Calculated values. ABINIT 10.8.3, plane-wave DFT with PAW datasets for PtS2 (P-3m1, 3 atoms) at one fixed geometry, without spin polarisation, spin-orbit coupling or dispersion correction. Cutoff 544 eV (fine grid 1088 eV), 9×9×5 k mesh for the density, Fermi-Dirac smearing 0.05 eV. Both gaps are taken from bands along the path Γ–M–K–Γ–A–L–H–A.

```
functional        potentials  gap on path (eV)  direct gap on path (eV)
       LDA  JTH PAW LDA v2.0             0.874                    1.442
       PBE  JTH PAW PBE v2.0             0.969                    1.527
    PBEsol  JTH PAW PBE v2.0             0.917                    1.487
      RPBE  JTH PAW PBE v2.0             1.039                    1.599
      BLYP  JTH PAW PBE v2.0             1.020                    1.566
      AM05  JTH PAW PBE v2.0             0.942                    1.513
      BP86  JTH PAW PBE v2.0             0.954                    1.513
   HCTH407  JTH PAW PBE v2.0             1.077                    1.688
    LDA-PZ  JTH PAW LDA v2.0             0.891                    1.454
     SOGGA  JTH PAW PBE v2.0             0.899                    1.478
        WC  JTH PAW PBE v2.0             0.908                    1.480
  rPW86PBE  JTH PAW PBE v2.0             1.044                    1.581
```

The gap is the energy from the highest valence state to the lowest conduction state, wherever in k space the two lie. The direct gap is the smallest such distance at one and the same k point. Read literally, the table describes a strongly indirect semiconductor: in every row the direct gap on path lies 0.54 to 0.61 eV above the gap on path. That reading is wrong, and the error comes from where the bands were looked at, not from the functional.

The evidence is a second sampling in the same runs. The regular k mesh that fixes the electron density also yields a gap and a direct gap, printed in the output below the text. For PBE the mesh finds a direct gap of 1.03 eV where the path finds 1.53 eV. Over all twelve functionals the direct gap on the mesh lies only 0.03 to 0.07 eV above the mesh gap. One functional in one crystal cannot have two direct gaps, so at least one sampling has missed something.

**Which value to believe.** Consider first the limit of a single k point: it gives some distance between the bands, almost surely too large. Each added point can lower the smallest distance found but never raise it, and the true value is reached once the sample includes the k points that set it. Every sampled gap is therefore an upper bound to the functional's own gap, and the smaller of two values is the better one. The bound does not extend to the measured gap, which semilocal functionals usually underestimate.

**Why the direct gap suffers most.** The gap on path agrees with the mesh gap within 0.03 eV, while the direct gap is off by half an electronvolt. The gap makes a mild demand: one path point must come near the valence top and another, anywhere else, near the conduction bottom. A direct gap only slightly above the gap, as found on the mesh, needs a single point where both bands are near their edges. The mesh contains such a point and the path does not.

Symmetry explains why a path is tempting and why it can fail. At Γ, the centre of the zone, inversion symmetry makes a non-degenerate band flat, so band edges are often found there, but nothing forces them to be. In the LDA run the highest occupied level at Γ lies 0.13 eV below the valence top, and the lowest empty one lies above that top by more than twice the gap. Edges that are not held at a special point may sit anywhere, including between the lines of the path.

**How much a path can miss.** This path runs along lines in the central plane of the zone (through Γ, M and K) and in the top plane (through A, L and H), joined by one vertical line. Suppose that the smallest direct gap lies halfway between the planes.

1. The planes are π/c apart. With the cell height c = 5.04 Å this is 0.62 Å⁻¹, so each plane is k = 0.31 Å⁻¹ away.
2. A parabolic band with the free-electron mass changes by ħ²k²/2m, which is 3.8 eV Å² × (0.31 Å⁻¹)² ≈ 0.37 eV.
3. If the valence band falls and the conduction band rises by this much, the direct gap grows by about 0.7 eV.

The same estimate for the middle of the triangle Γ–M–K gives about 0.4 eV. The excess found, about 0.5 eV, is of this size. The estimate is good to an order of magnitude only, since heavier carriers would make the error smaller and lighter ones larger. It suggests that the space between the lines is wide enough to hide the effect; that the point lies between the planes remains a guess. Printing the k point at which the mesh finds its direct gap, and drawing the bands along a line through it, would settle the matter. Because the gap on path is nearly right, each band must also come close to its edge somewhere on the path, though the two do so at different points.

**A test across the functionals.** If the path passes by the same region of k space each time, and the functionals mainly move the conduction bands against the valence bands without reshaping them, the excess should be nearly constant. A constant fitted to all twelve rows comes out at 0.52 eV, with an rms deviation of 0.016 eV. An error proportional to the mesh direct gap, fitted to the same rows, does three times worse. The constant fits worst for rPW86PBE, by 0.03 eV; small differences in band shape or in the sampling of the path could account for that. Exchanging one of these functionals for another does not remove the error.

For a photodetector the difference matters. Between the gap and the direct gap, and leaving excitons aside, an ideal crystal absorbs single photons only with the help of phonons, and such absorption is weak. The path suggests that this weak range is half an electronvolt wide; the mesh shrinks it to less than 0.1 eV. How steeply absorption then rises depends also on the strength of the transitions. Spin-orbit coupling, left out here despite the heavy platinum, could shift the bands by as much as the small separation that remains.

**Where the ranking of functionals fails.** The gap on path has a smaller error, but it is large enough to spoil close comparisons. LDA and LDA-PZ offer a natural control, because they are two parametrisations of the same electron-gas correlation and should nearly coincide. On the mesh they do, within 0.001 eV; on the path they differ by 0.017 eV. A slightly different choice of points along the path could cause this, though that is untested.

The same scatter can reverse an order. On the path rPW86PBE lies 0.005 eV above RPBE, and on the mesh 0.022 eV below it. Nor is the mesh free of error: in eight of the twelve rows the path finds the smaller gap, by as much as 0.017 eV for SOGGA, so there the mesh has missed an edge. The parabolic estimate makes this plausible, since a mesh this coarse would miss a free-electron-like band edge by some 0.05 eV on average.

Larger steps survive. PBE lies above LDA by 0.10 eV on the path and 0.11 eV on the mesh, a step that includes the change of PAW dataset, and HCTH407 has the largest gap in both samplings. These are differences at one frozen geometry, with PBE datasets for every gradient-corrected functional; relaxing the structure, in which forces of 0.6 to 1.9 eV/Å remain on the sulfur atoms, or matching the datasets to the functional could change the steps.

The practical rule is to use the path for drawing bands and a mesh over the whole zone for reading gaps, refined around the band edges until the values settle. The direct gap needs this most when the two bands come closest at a point that lies off the usual lines. With the present sampling, two functionals whose gaps differ by less than about 0.04 eV should be treated as tied, since the difference between two functionals can change by that much from path to mesh.

Output of the analysis:

```
Path and mesh compared (eV):
       row  mesh gap  path less mesh gap  smaller gap  mesh direct gap  path less mesh direct gap  direct less gap on path  direct less gap on mesh
       LDA    0.8754            -0.00136        0.874           0.9209                     0.5211                    0.568                  0.04552
       PBE    0.9823            -0.01329        0.969            1.026                     0.5013                    0.558                  0.04336
    PBEsol    0.9152             0.00182       0.9152           0.9515                     0.5355                     0.57                  0.03635
      RPBE      1.04           -0.000674        1.039            1.078                     0.5206                     0.56                  0.03872
      BLYP         1                0.02            1            1.072                     0.4935                    0.546                  0.07248
      AM05    0.9483            -0.00625        0.942           0.9809                     0.5321                    0.571                  0.03261
      BP86     0.962            -0.00798        0.954            1.015                      0.498                    0.559                  0.05298
   HCTH407     1.092            -0.01487        1.077            1.163                     0.5251                    0.611                  0.07098
    LDA-PZ    0.8752             0.01584       0.8752           0.9204                     0.5336                    0.563                  0.04523
     SOGGA    0.9162            -0.01724        0.899           0.9432                     0.5348                    0.579                  0.02693
        WC     0.918            -0.01003        0.908           0.9583                     0.5217                    0.572                  0.04026
  rPW86PBE     1.018             0.02616        1.018            1.091                     0.4898                    0.537                  0.07332
fit of excess on 12 rows: constant 0.5173 +/- 0.0049; rms 0.0163, worst rPW86PBE 0.0274, leave-one-out rms 0.0177
fit of direct_gap_on_path on 12 rows: coefficient of dmesh 1.509 +/- 0.014; rms 0.0482, worst HCTH407 0.0665, leave-one-out rms 0.0527
LDA-PZ less LDA gap on path (eV): 0.017
LDA-PZ less LDA gap on mesh (eV): -0.0002
rPW86PBE less RPBE gap on path (eV): 0.005
rPW86PBE less RPBE gap on mesh (eV): -0.02183
PBE less LDA gap on path (eV): 0.095
PBE less LDA gap on mesh (eV): 0.1069
Spread of gaps over functionals on path (eV): 0.203
Spread of gaps over functionals on mesh (eV): 0.2167
Mean miss of one band edge by the mesh (eV, crude): 0.04714
Rise of direct gap from centre of triangle G-M-K to its sides (eV, crude): 0.3567
Rise of direct gap from midway between the planes to a plane (eV, crude): 0.7405
```
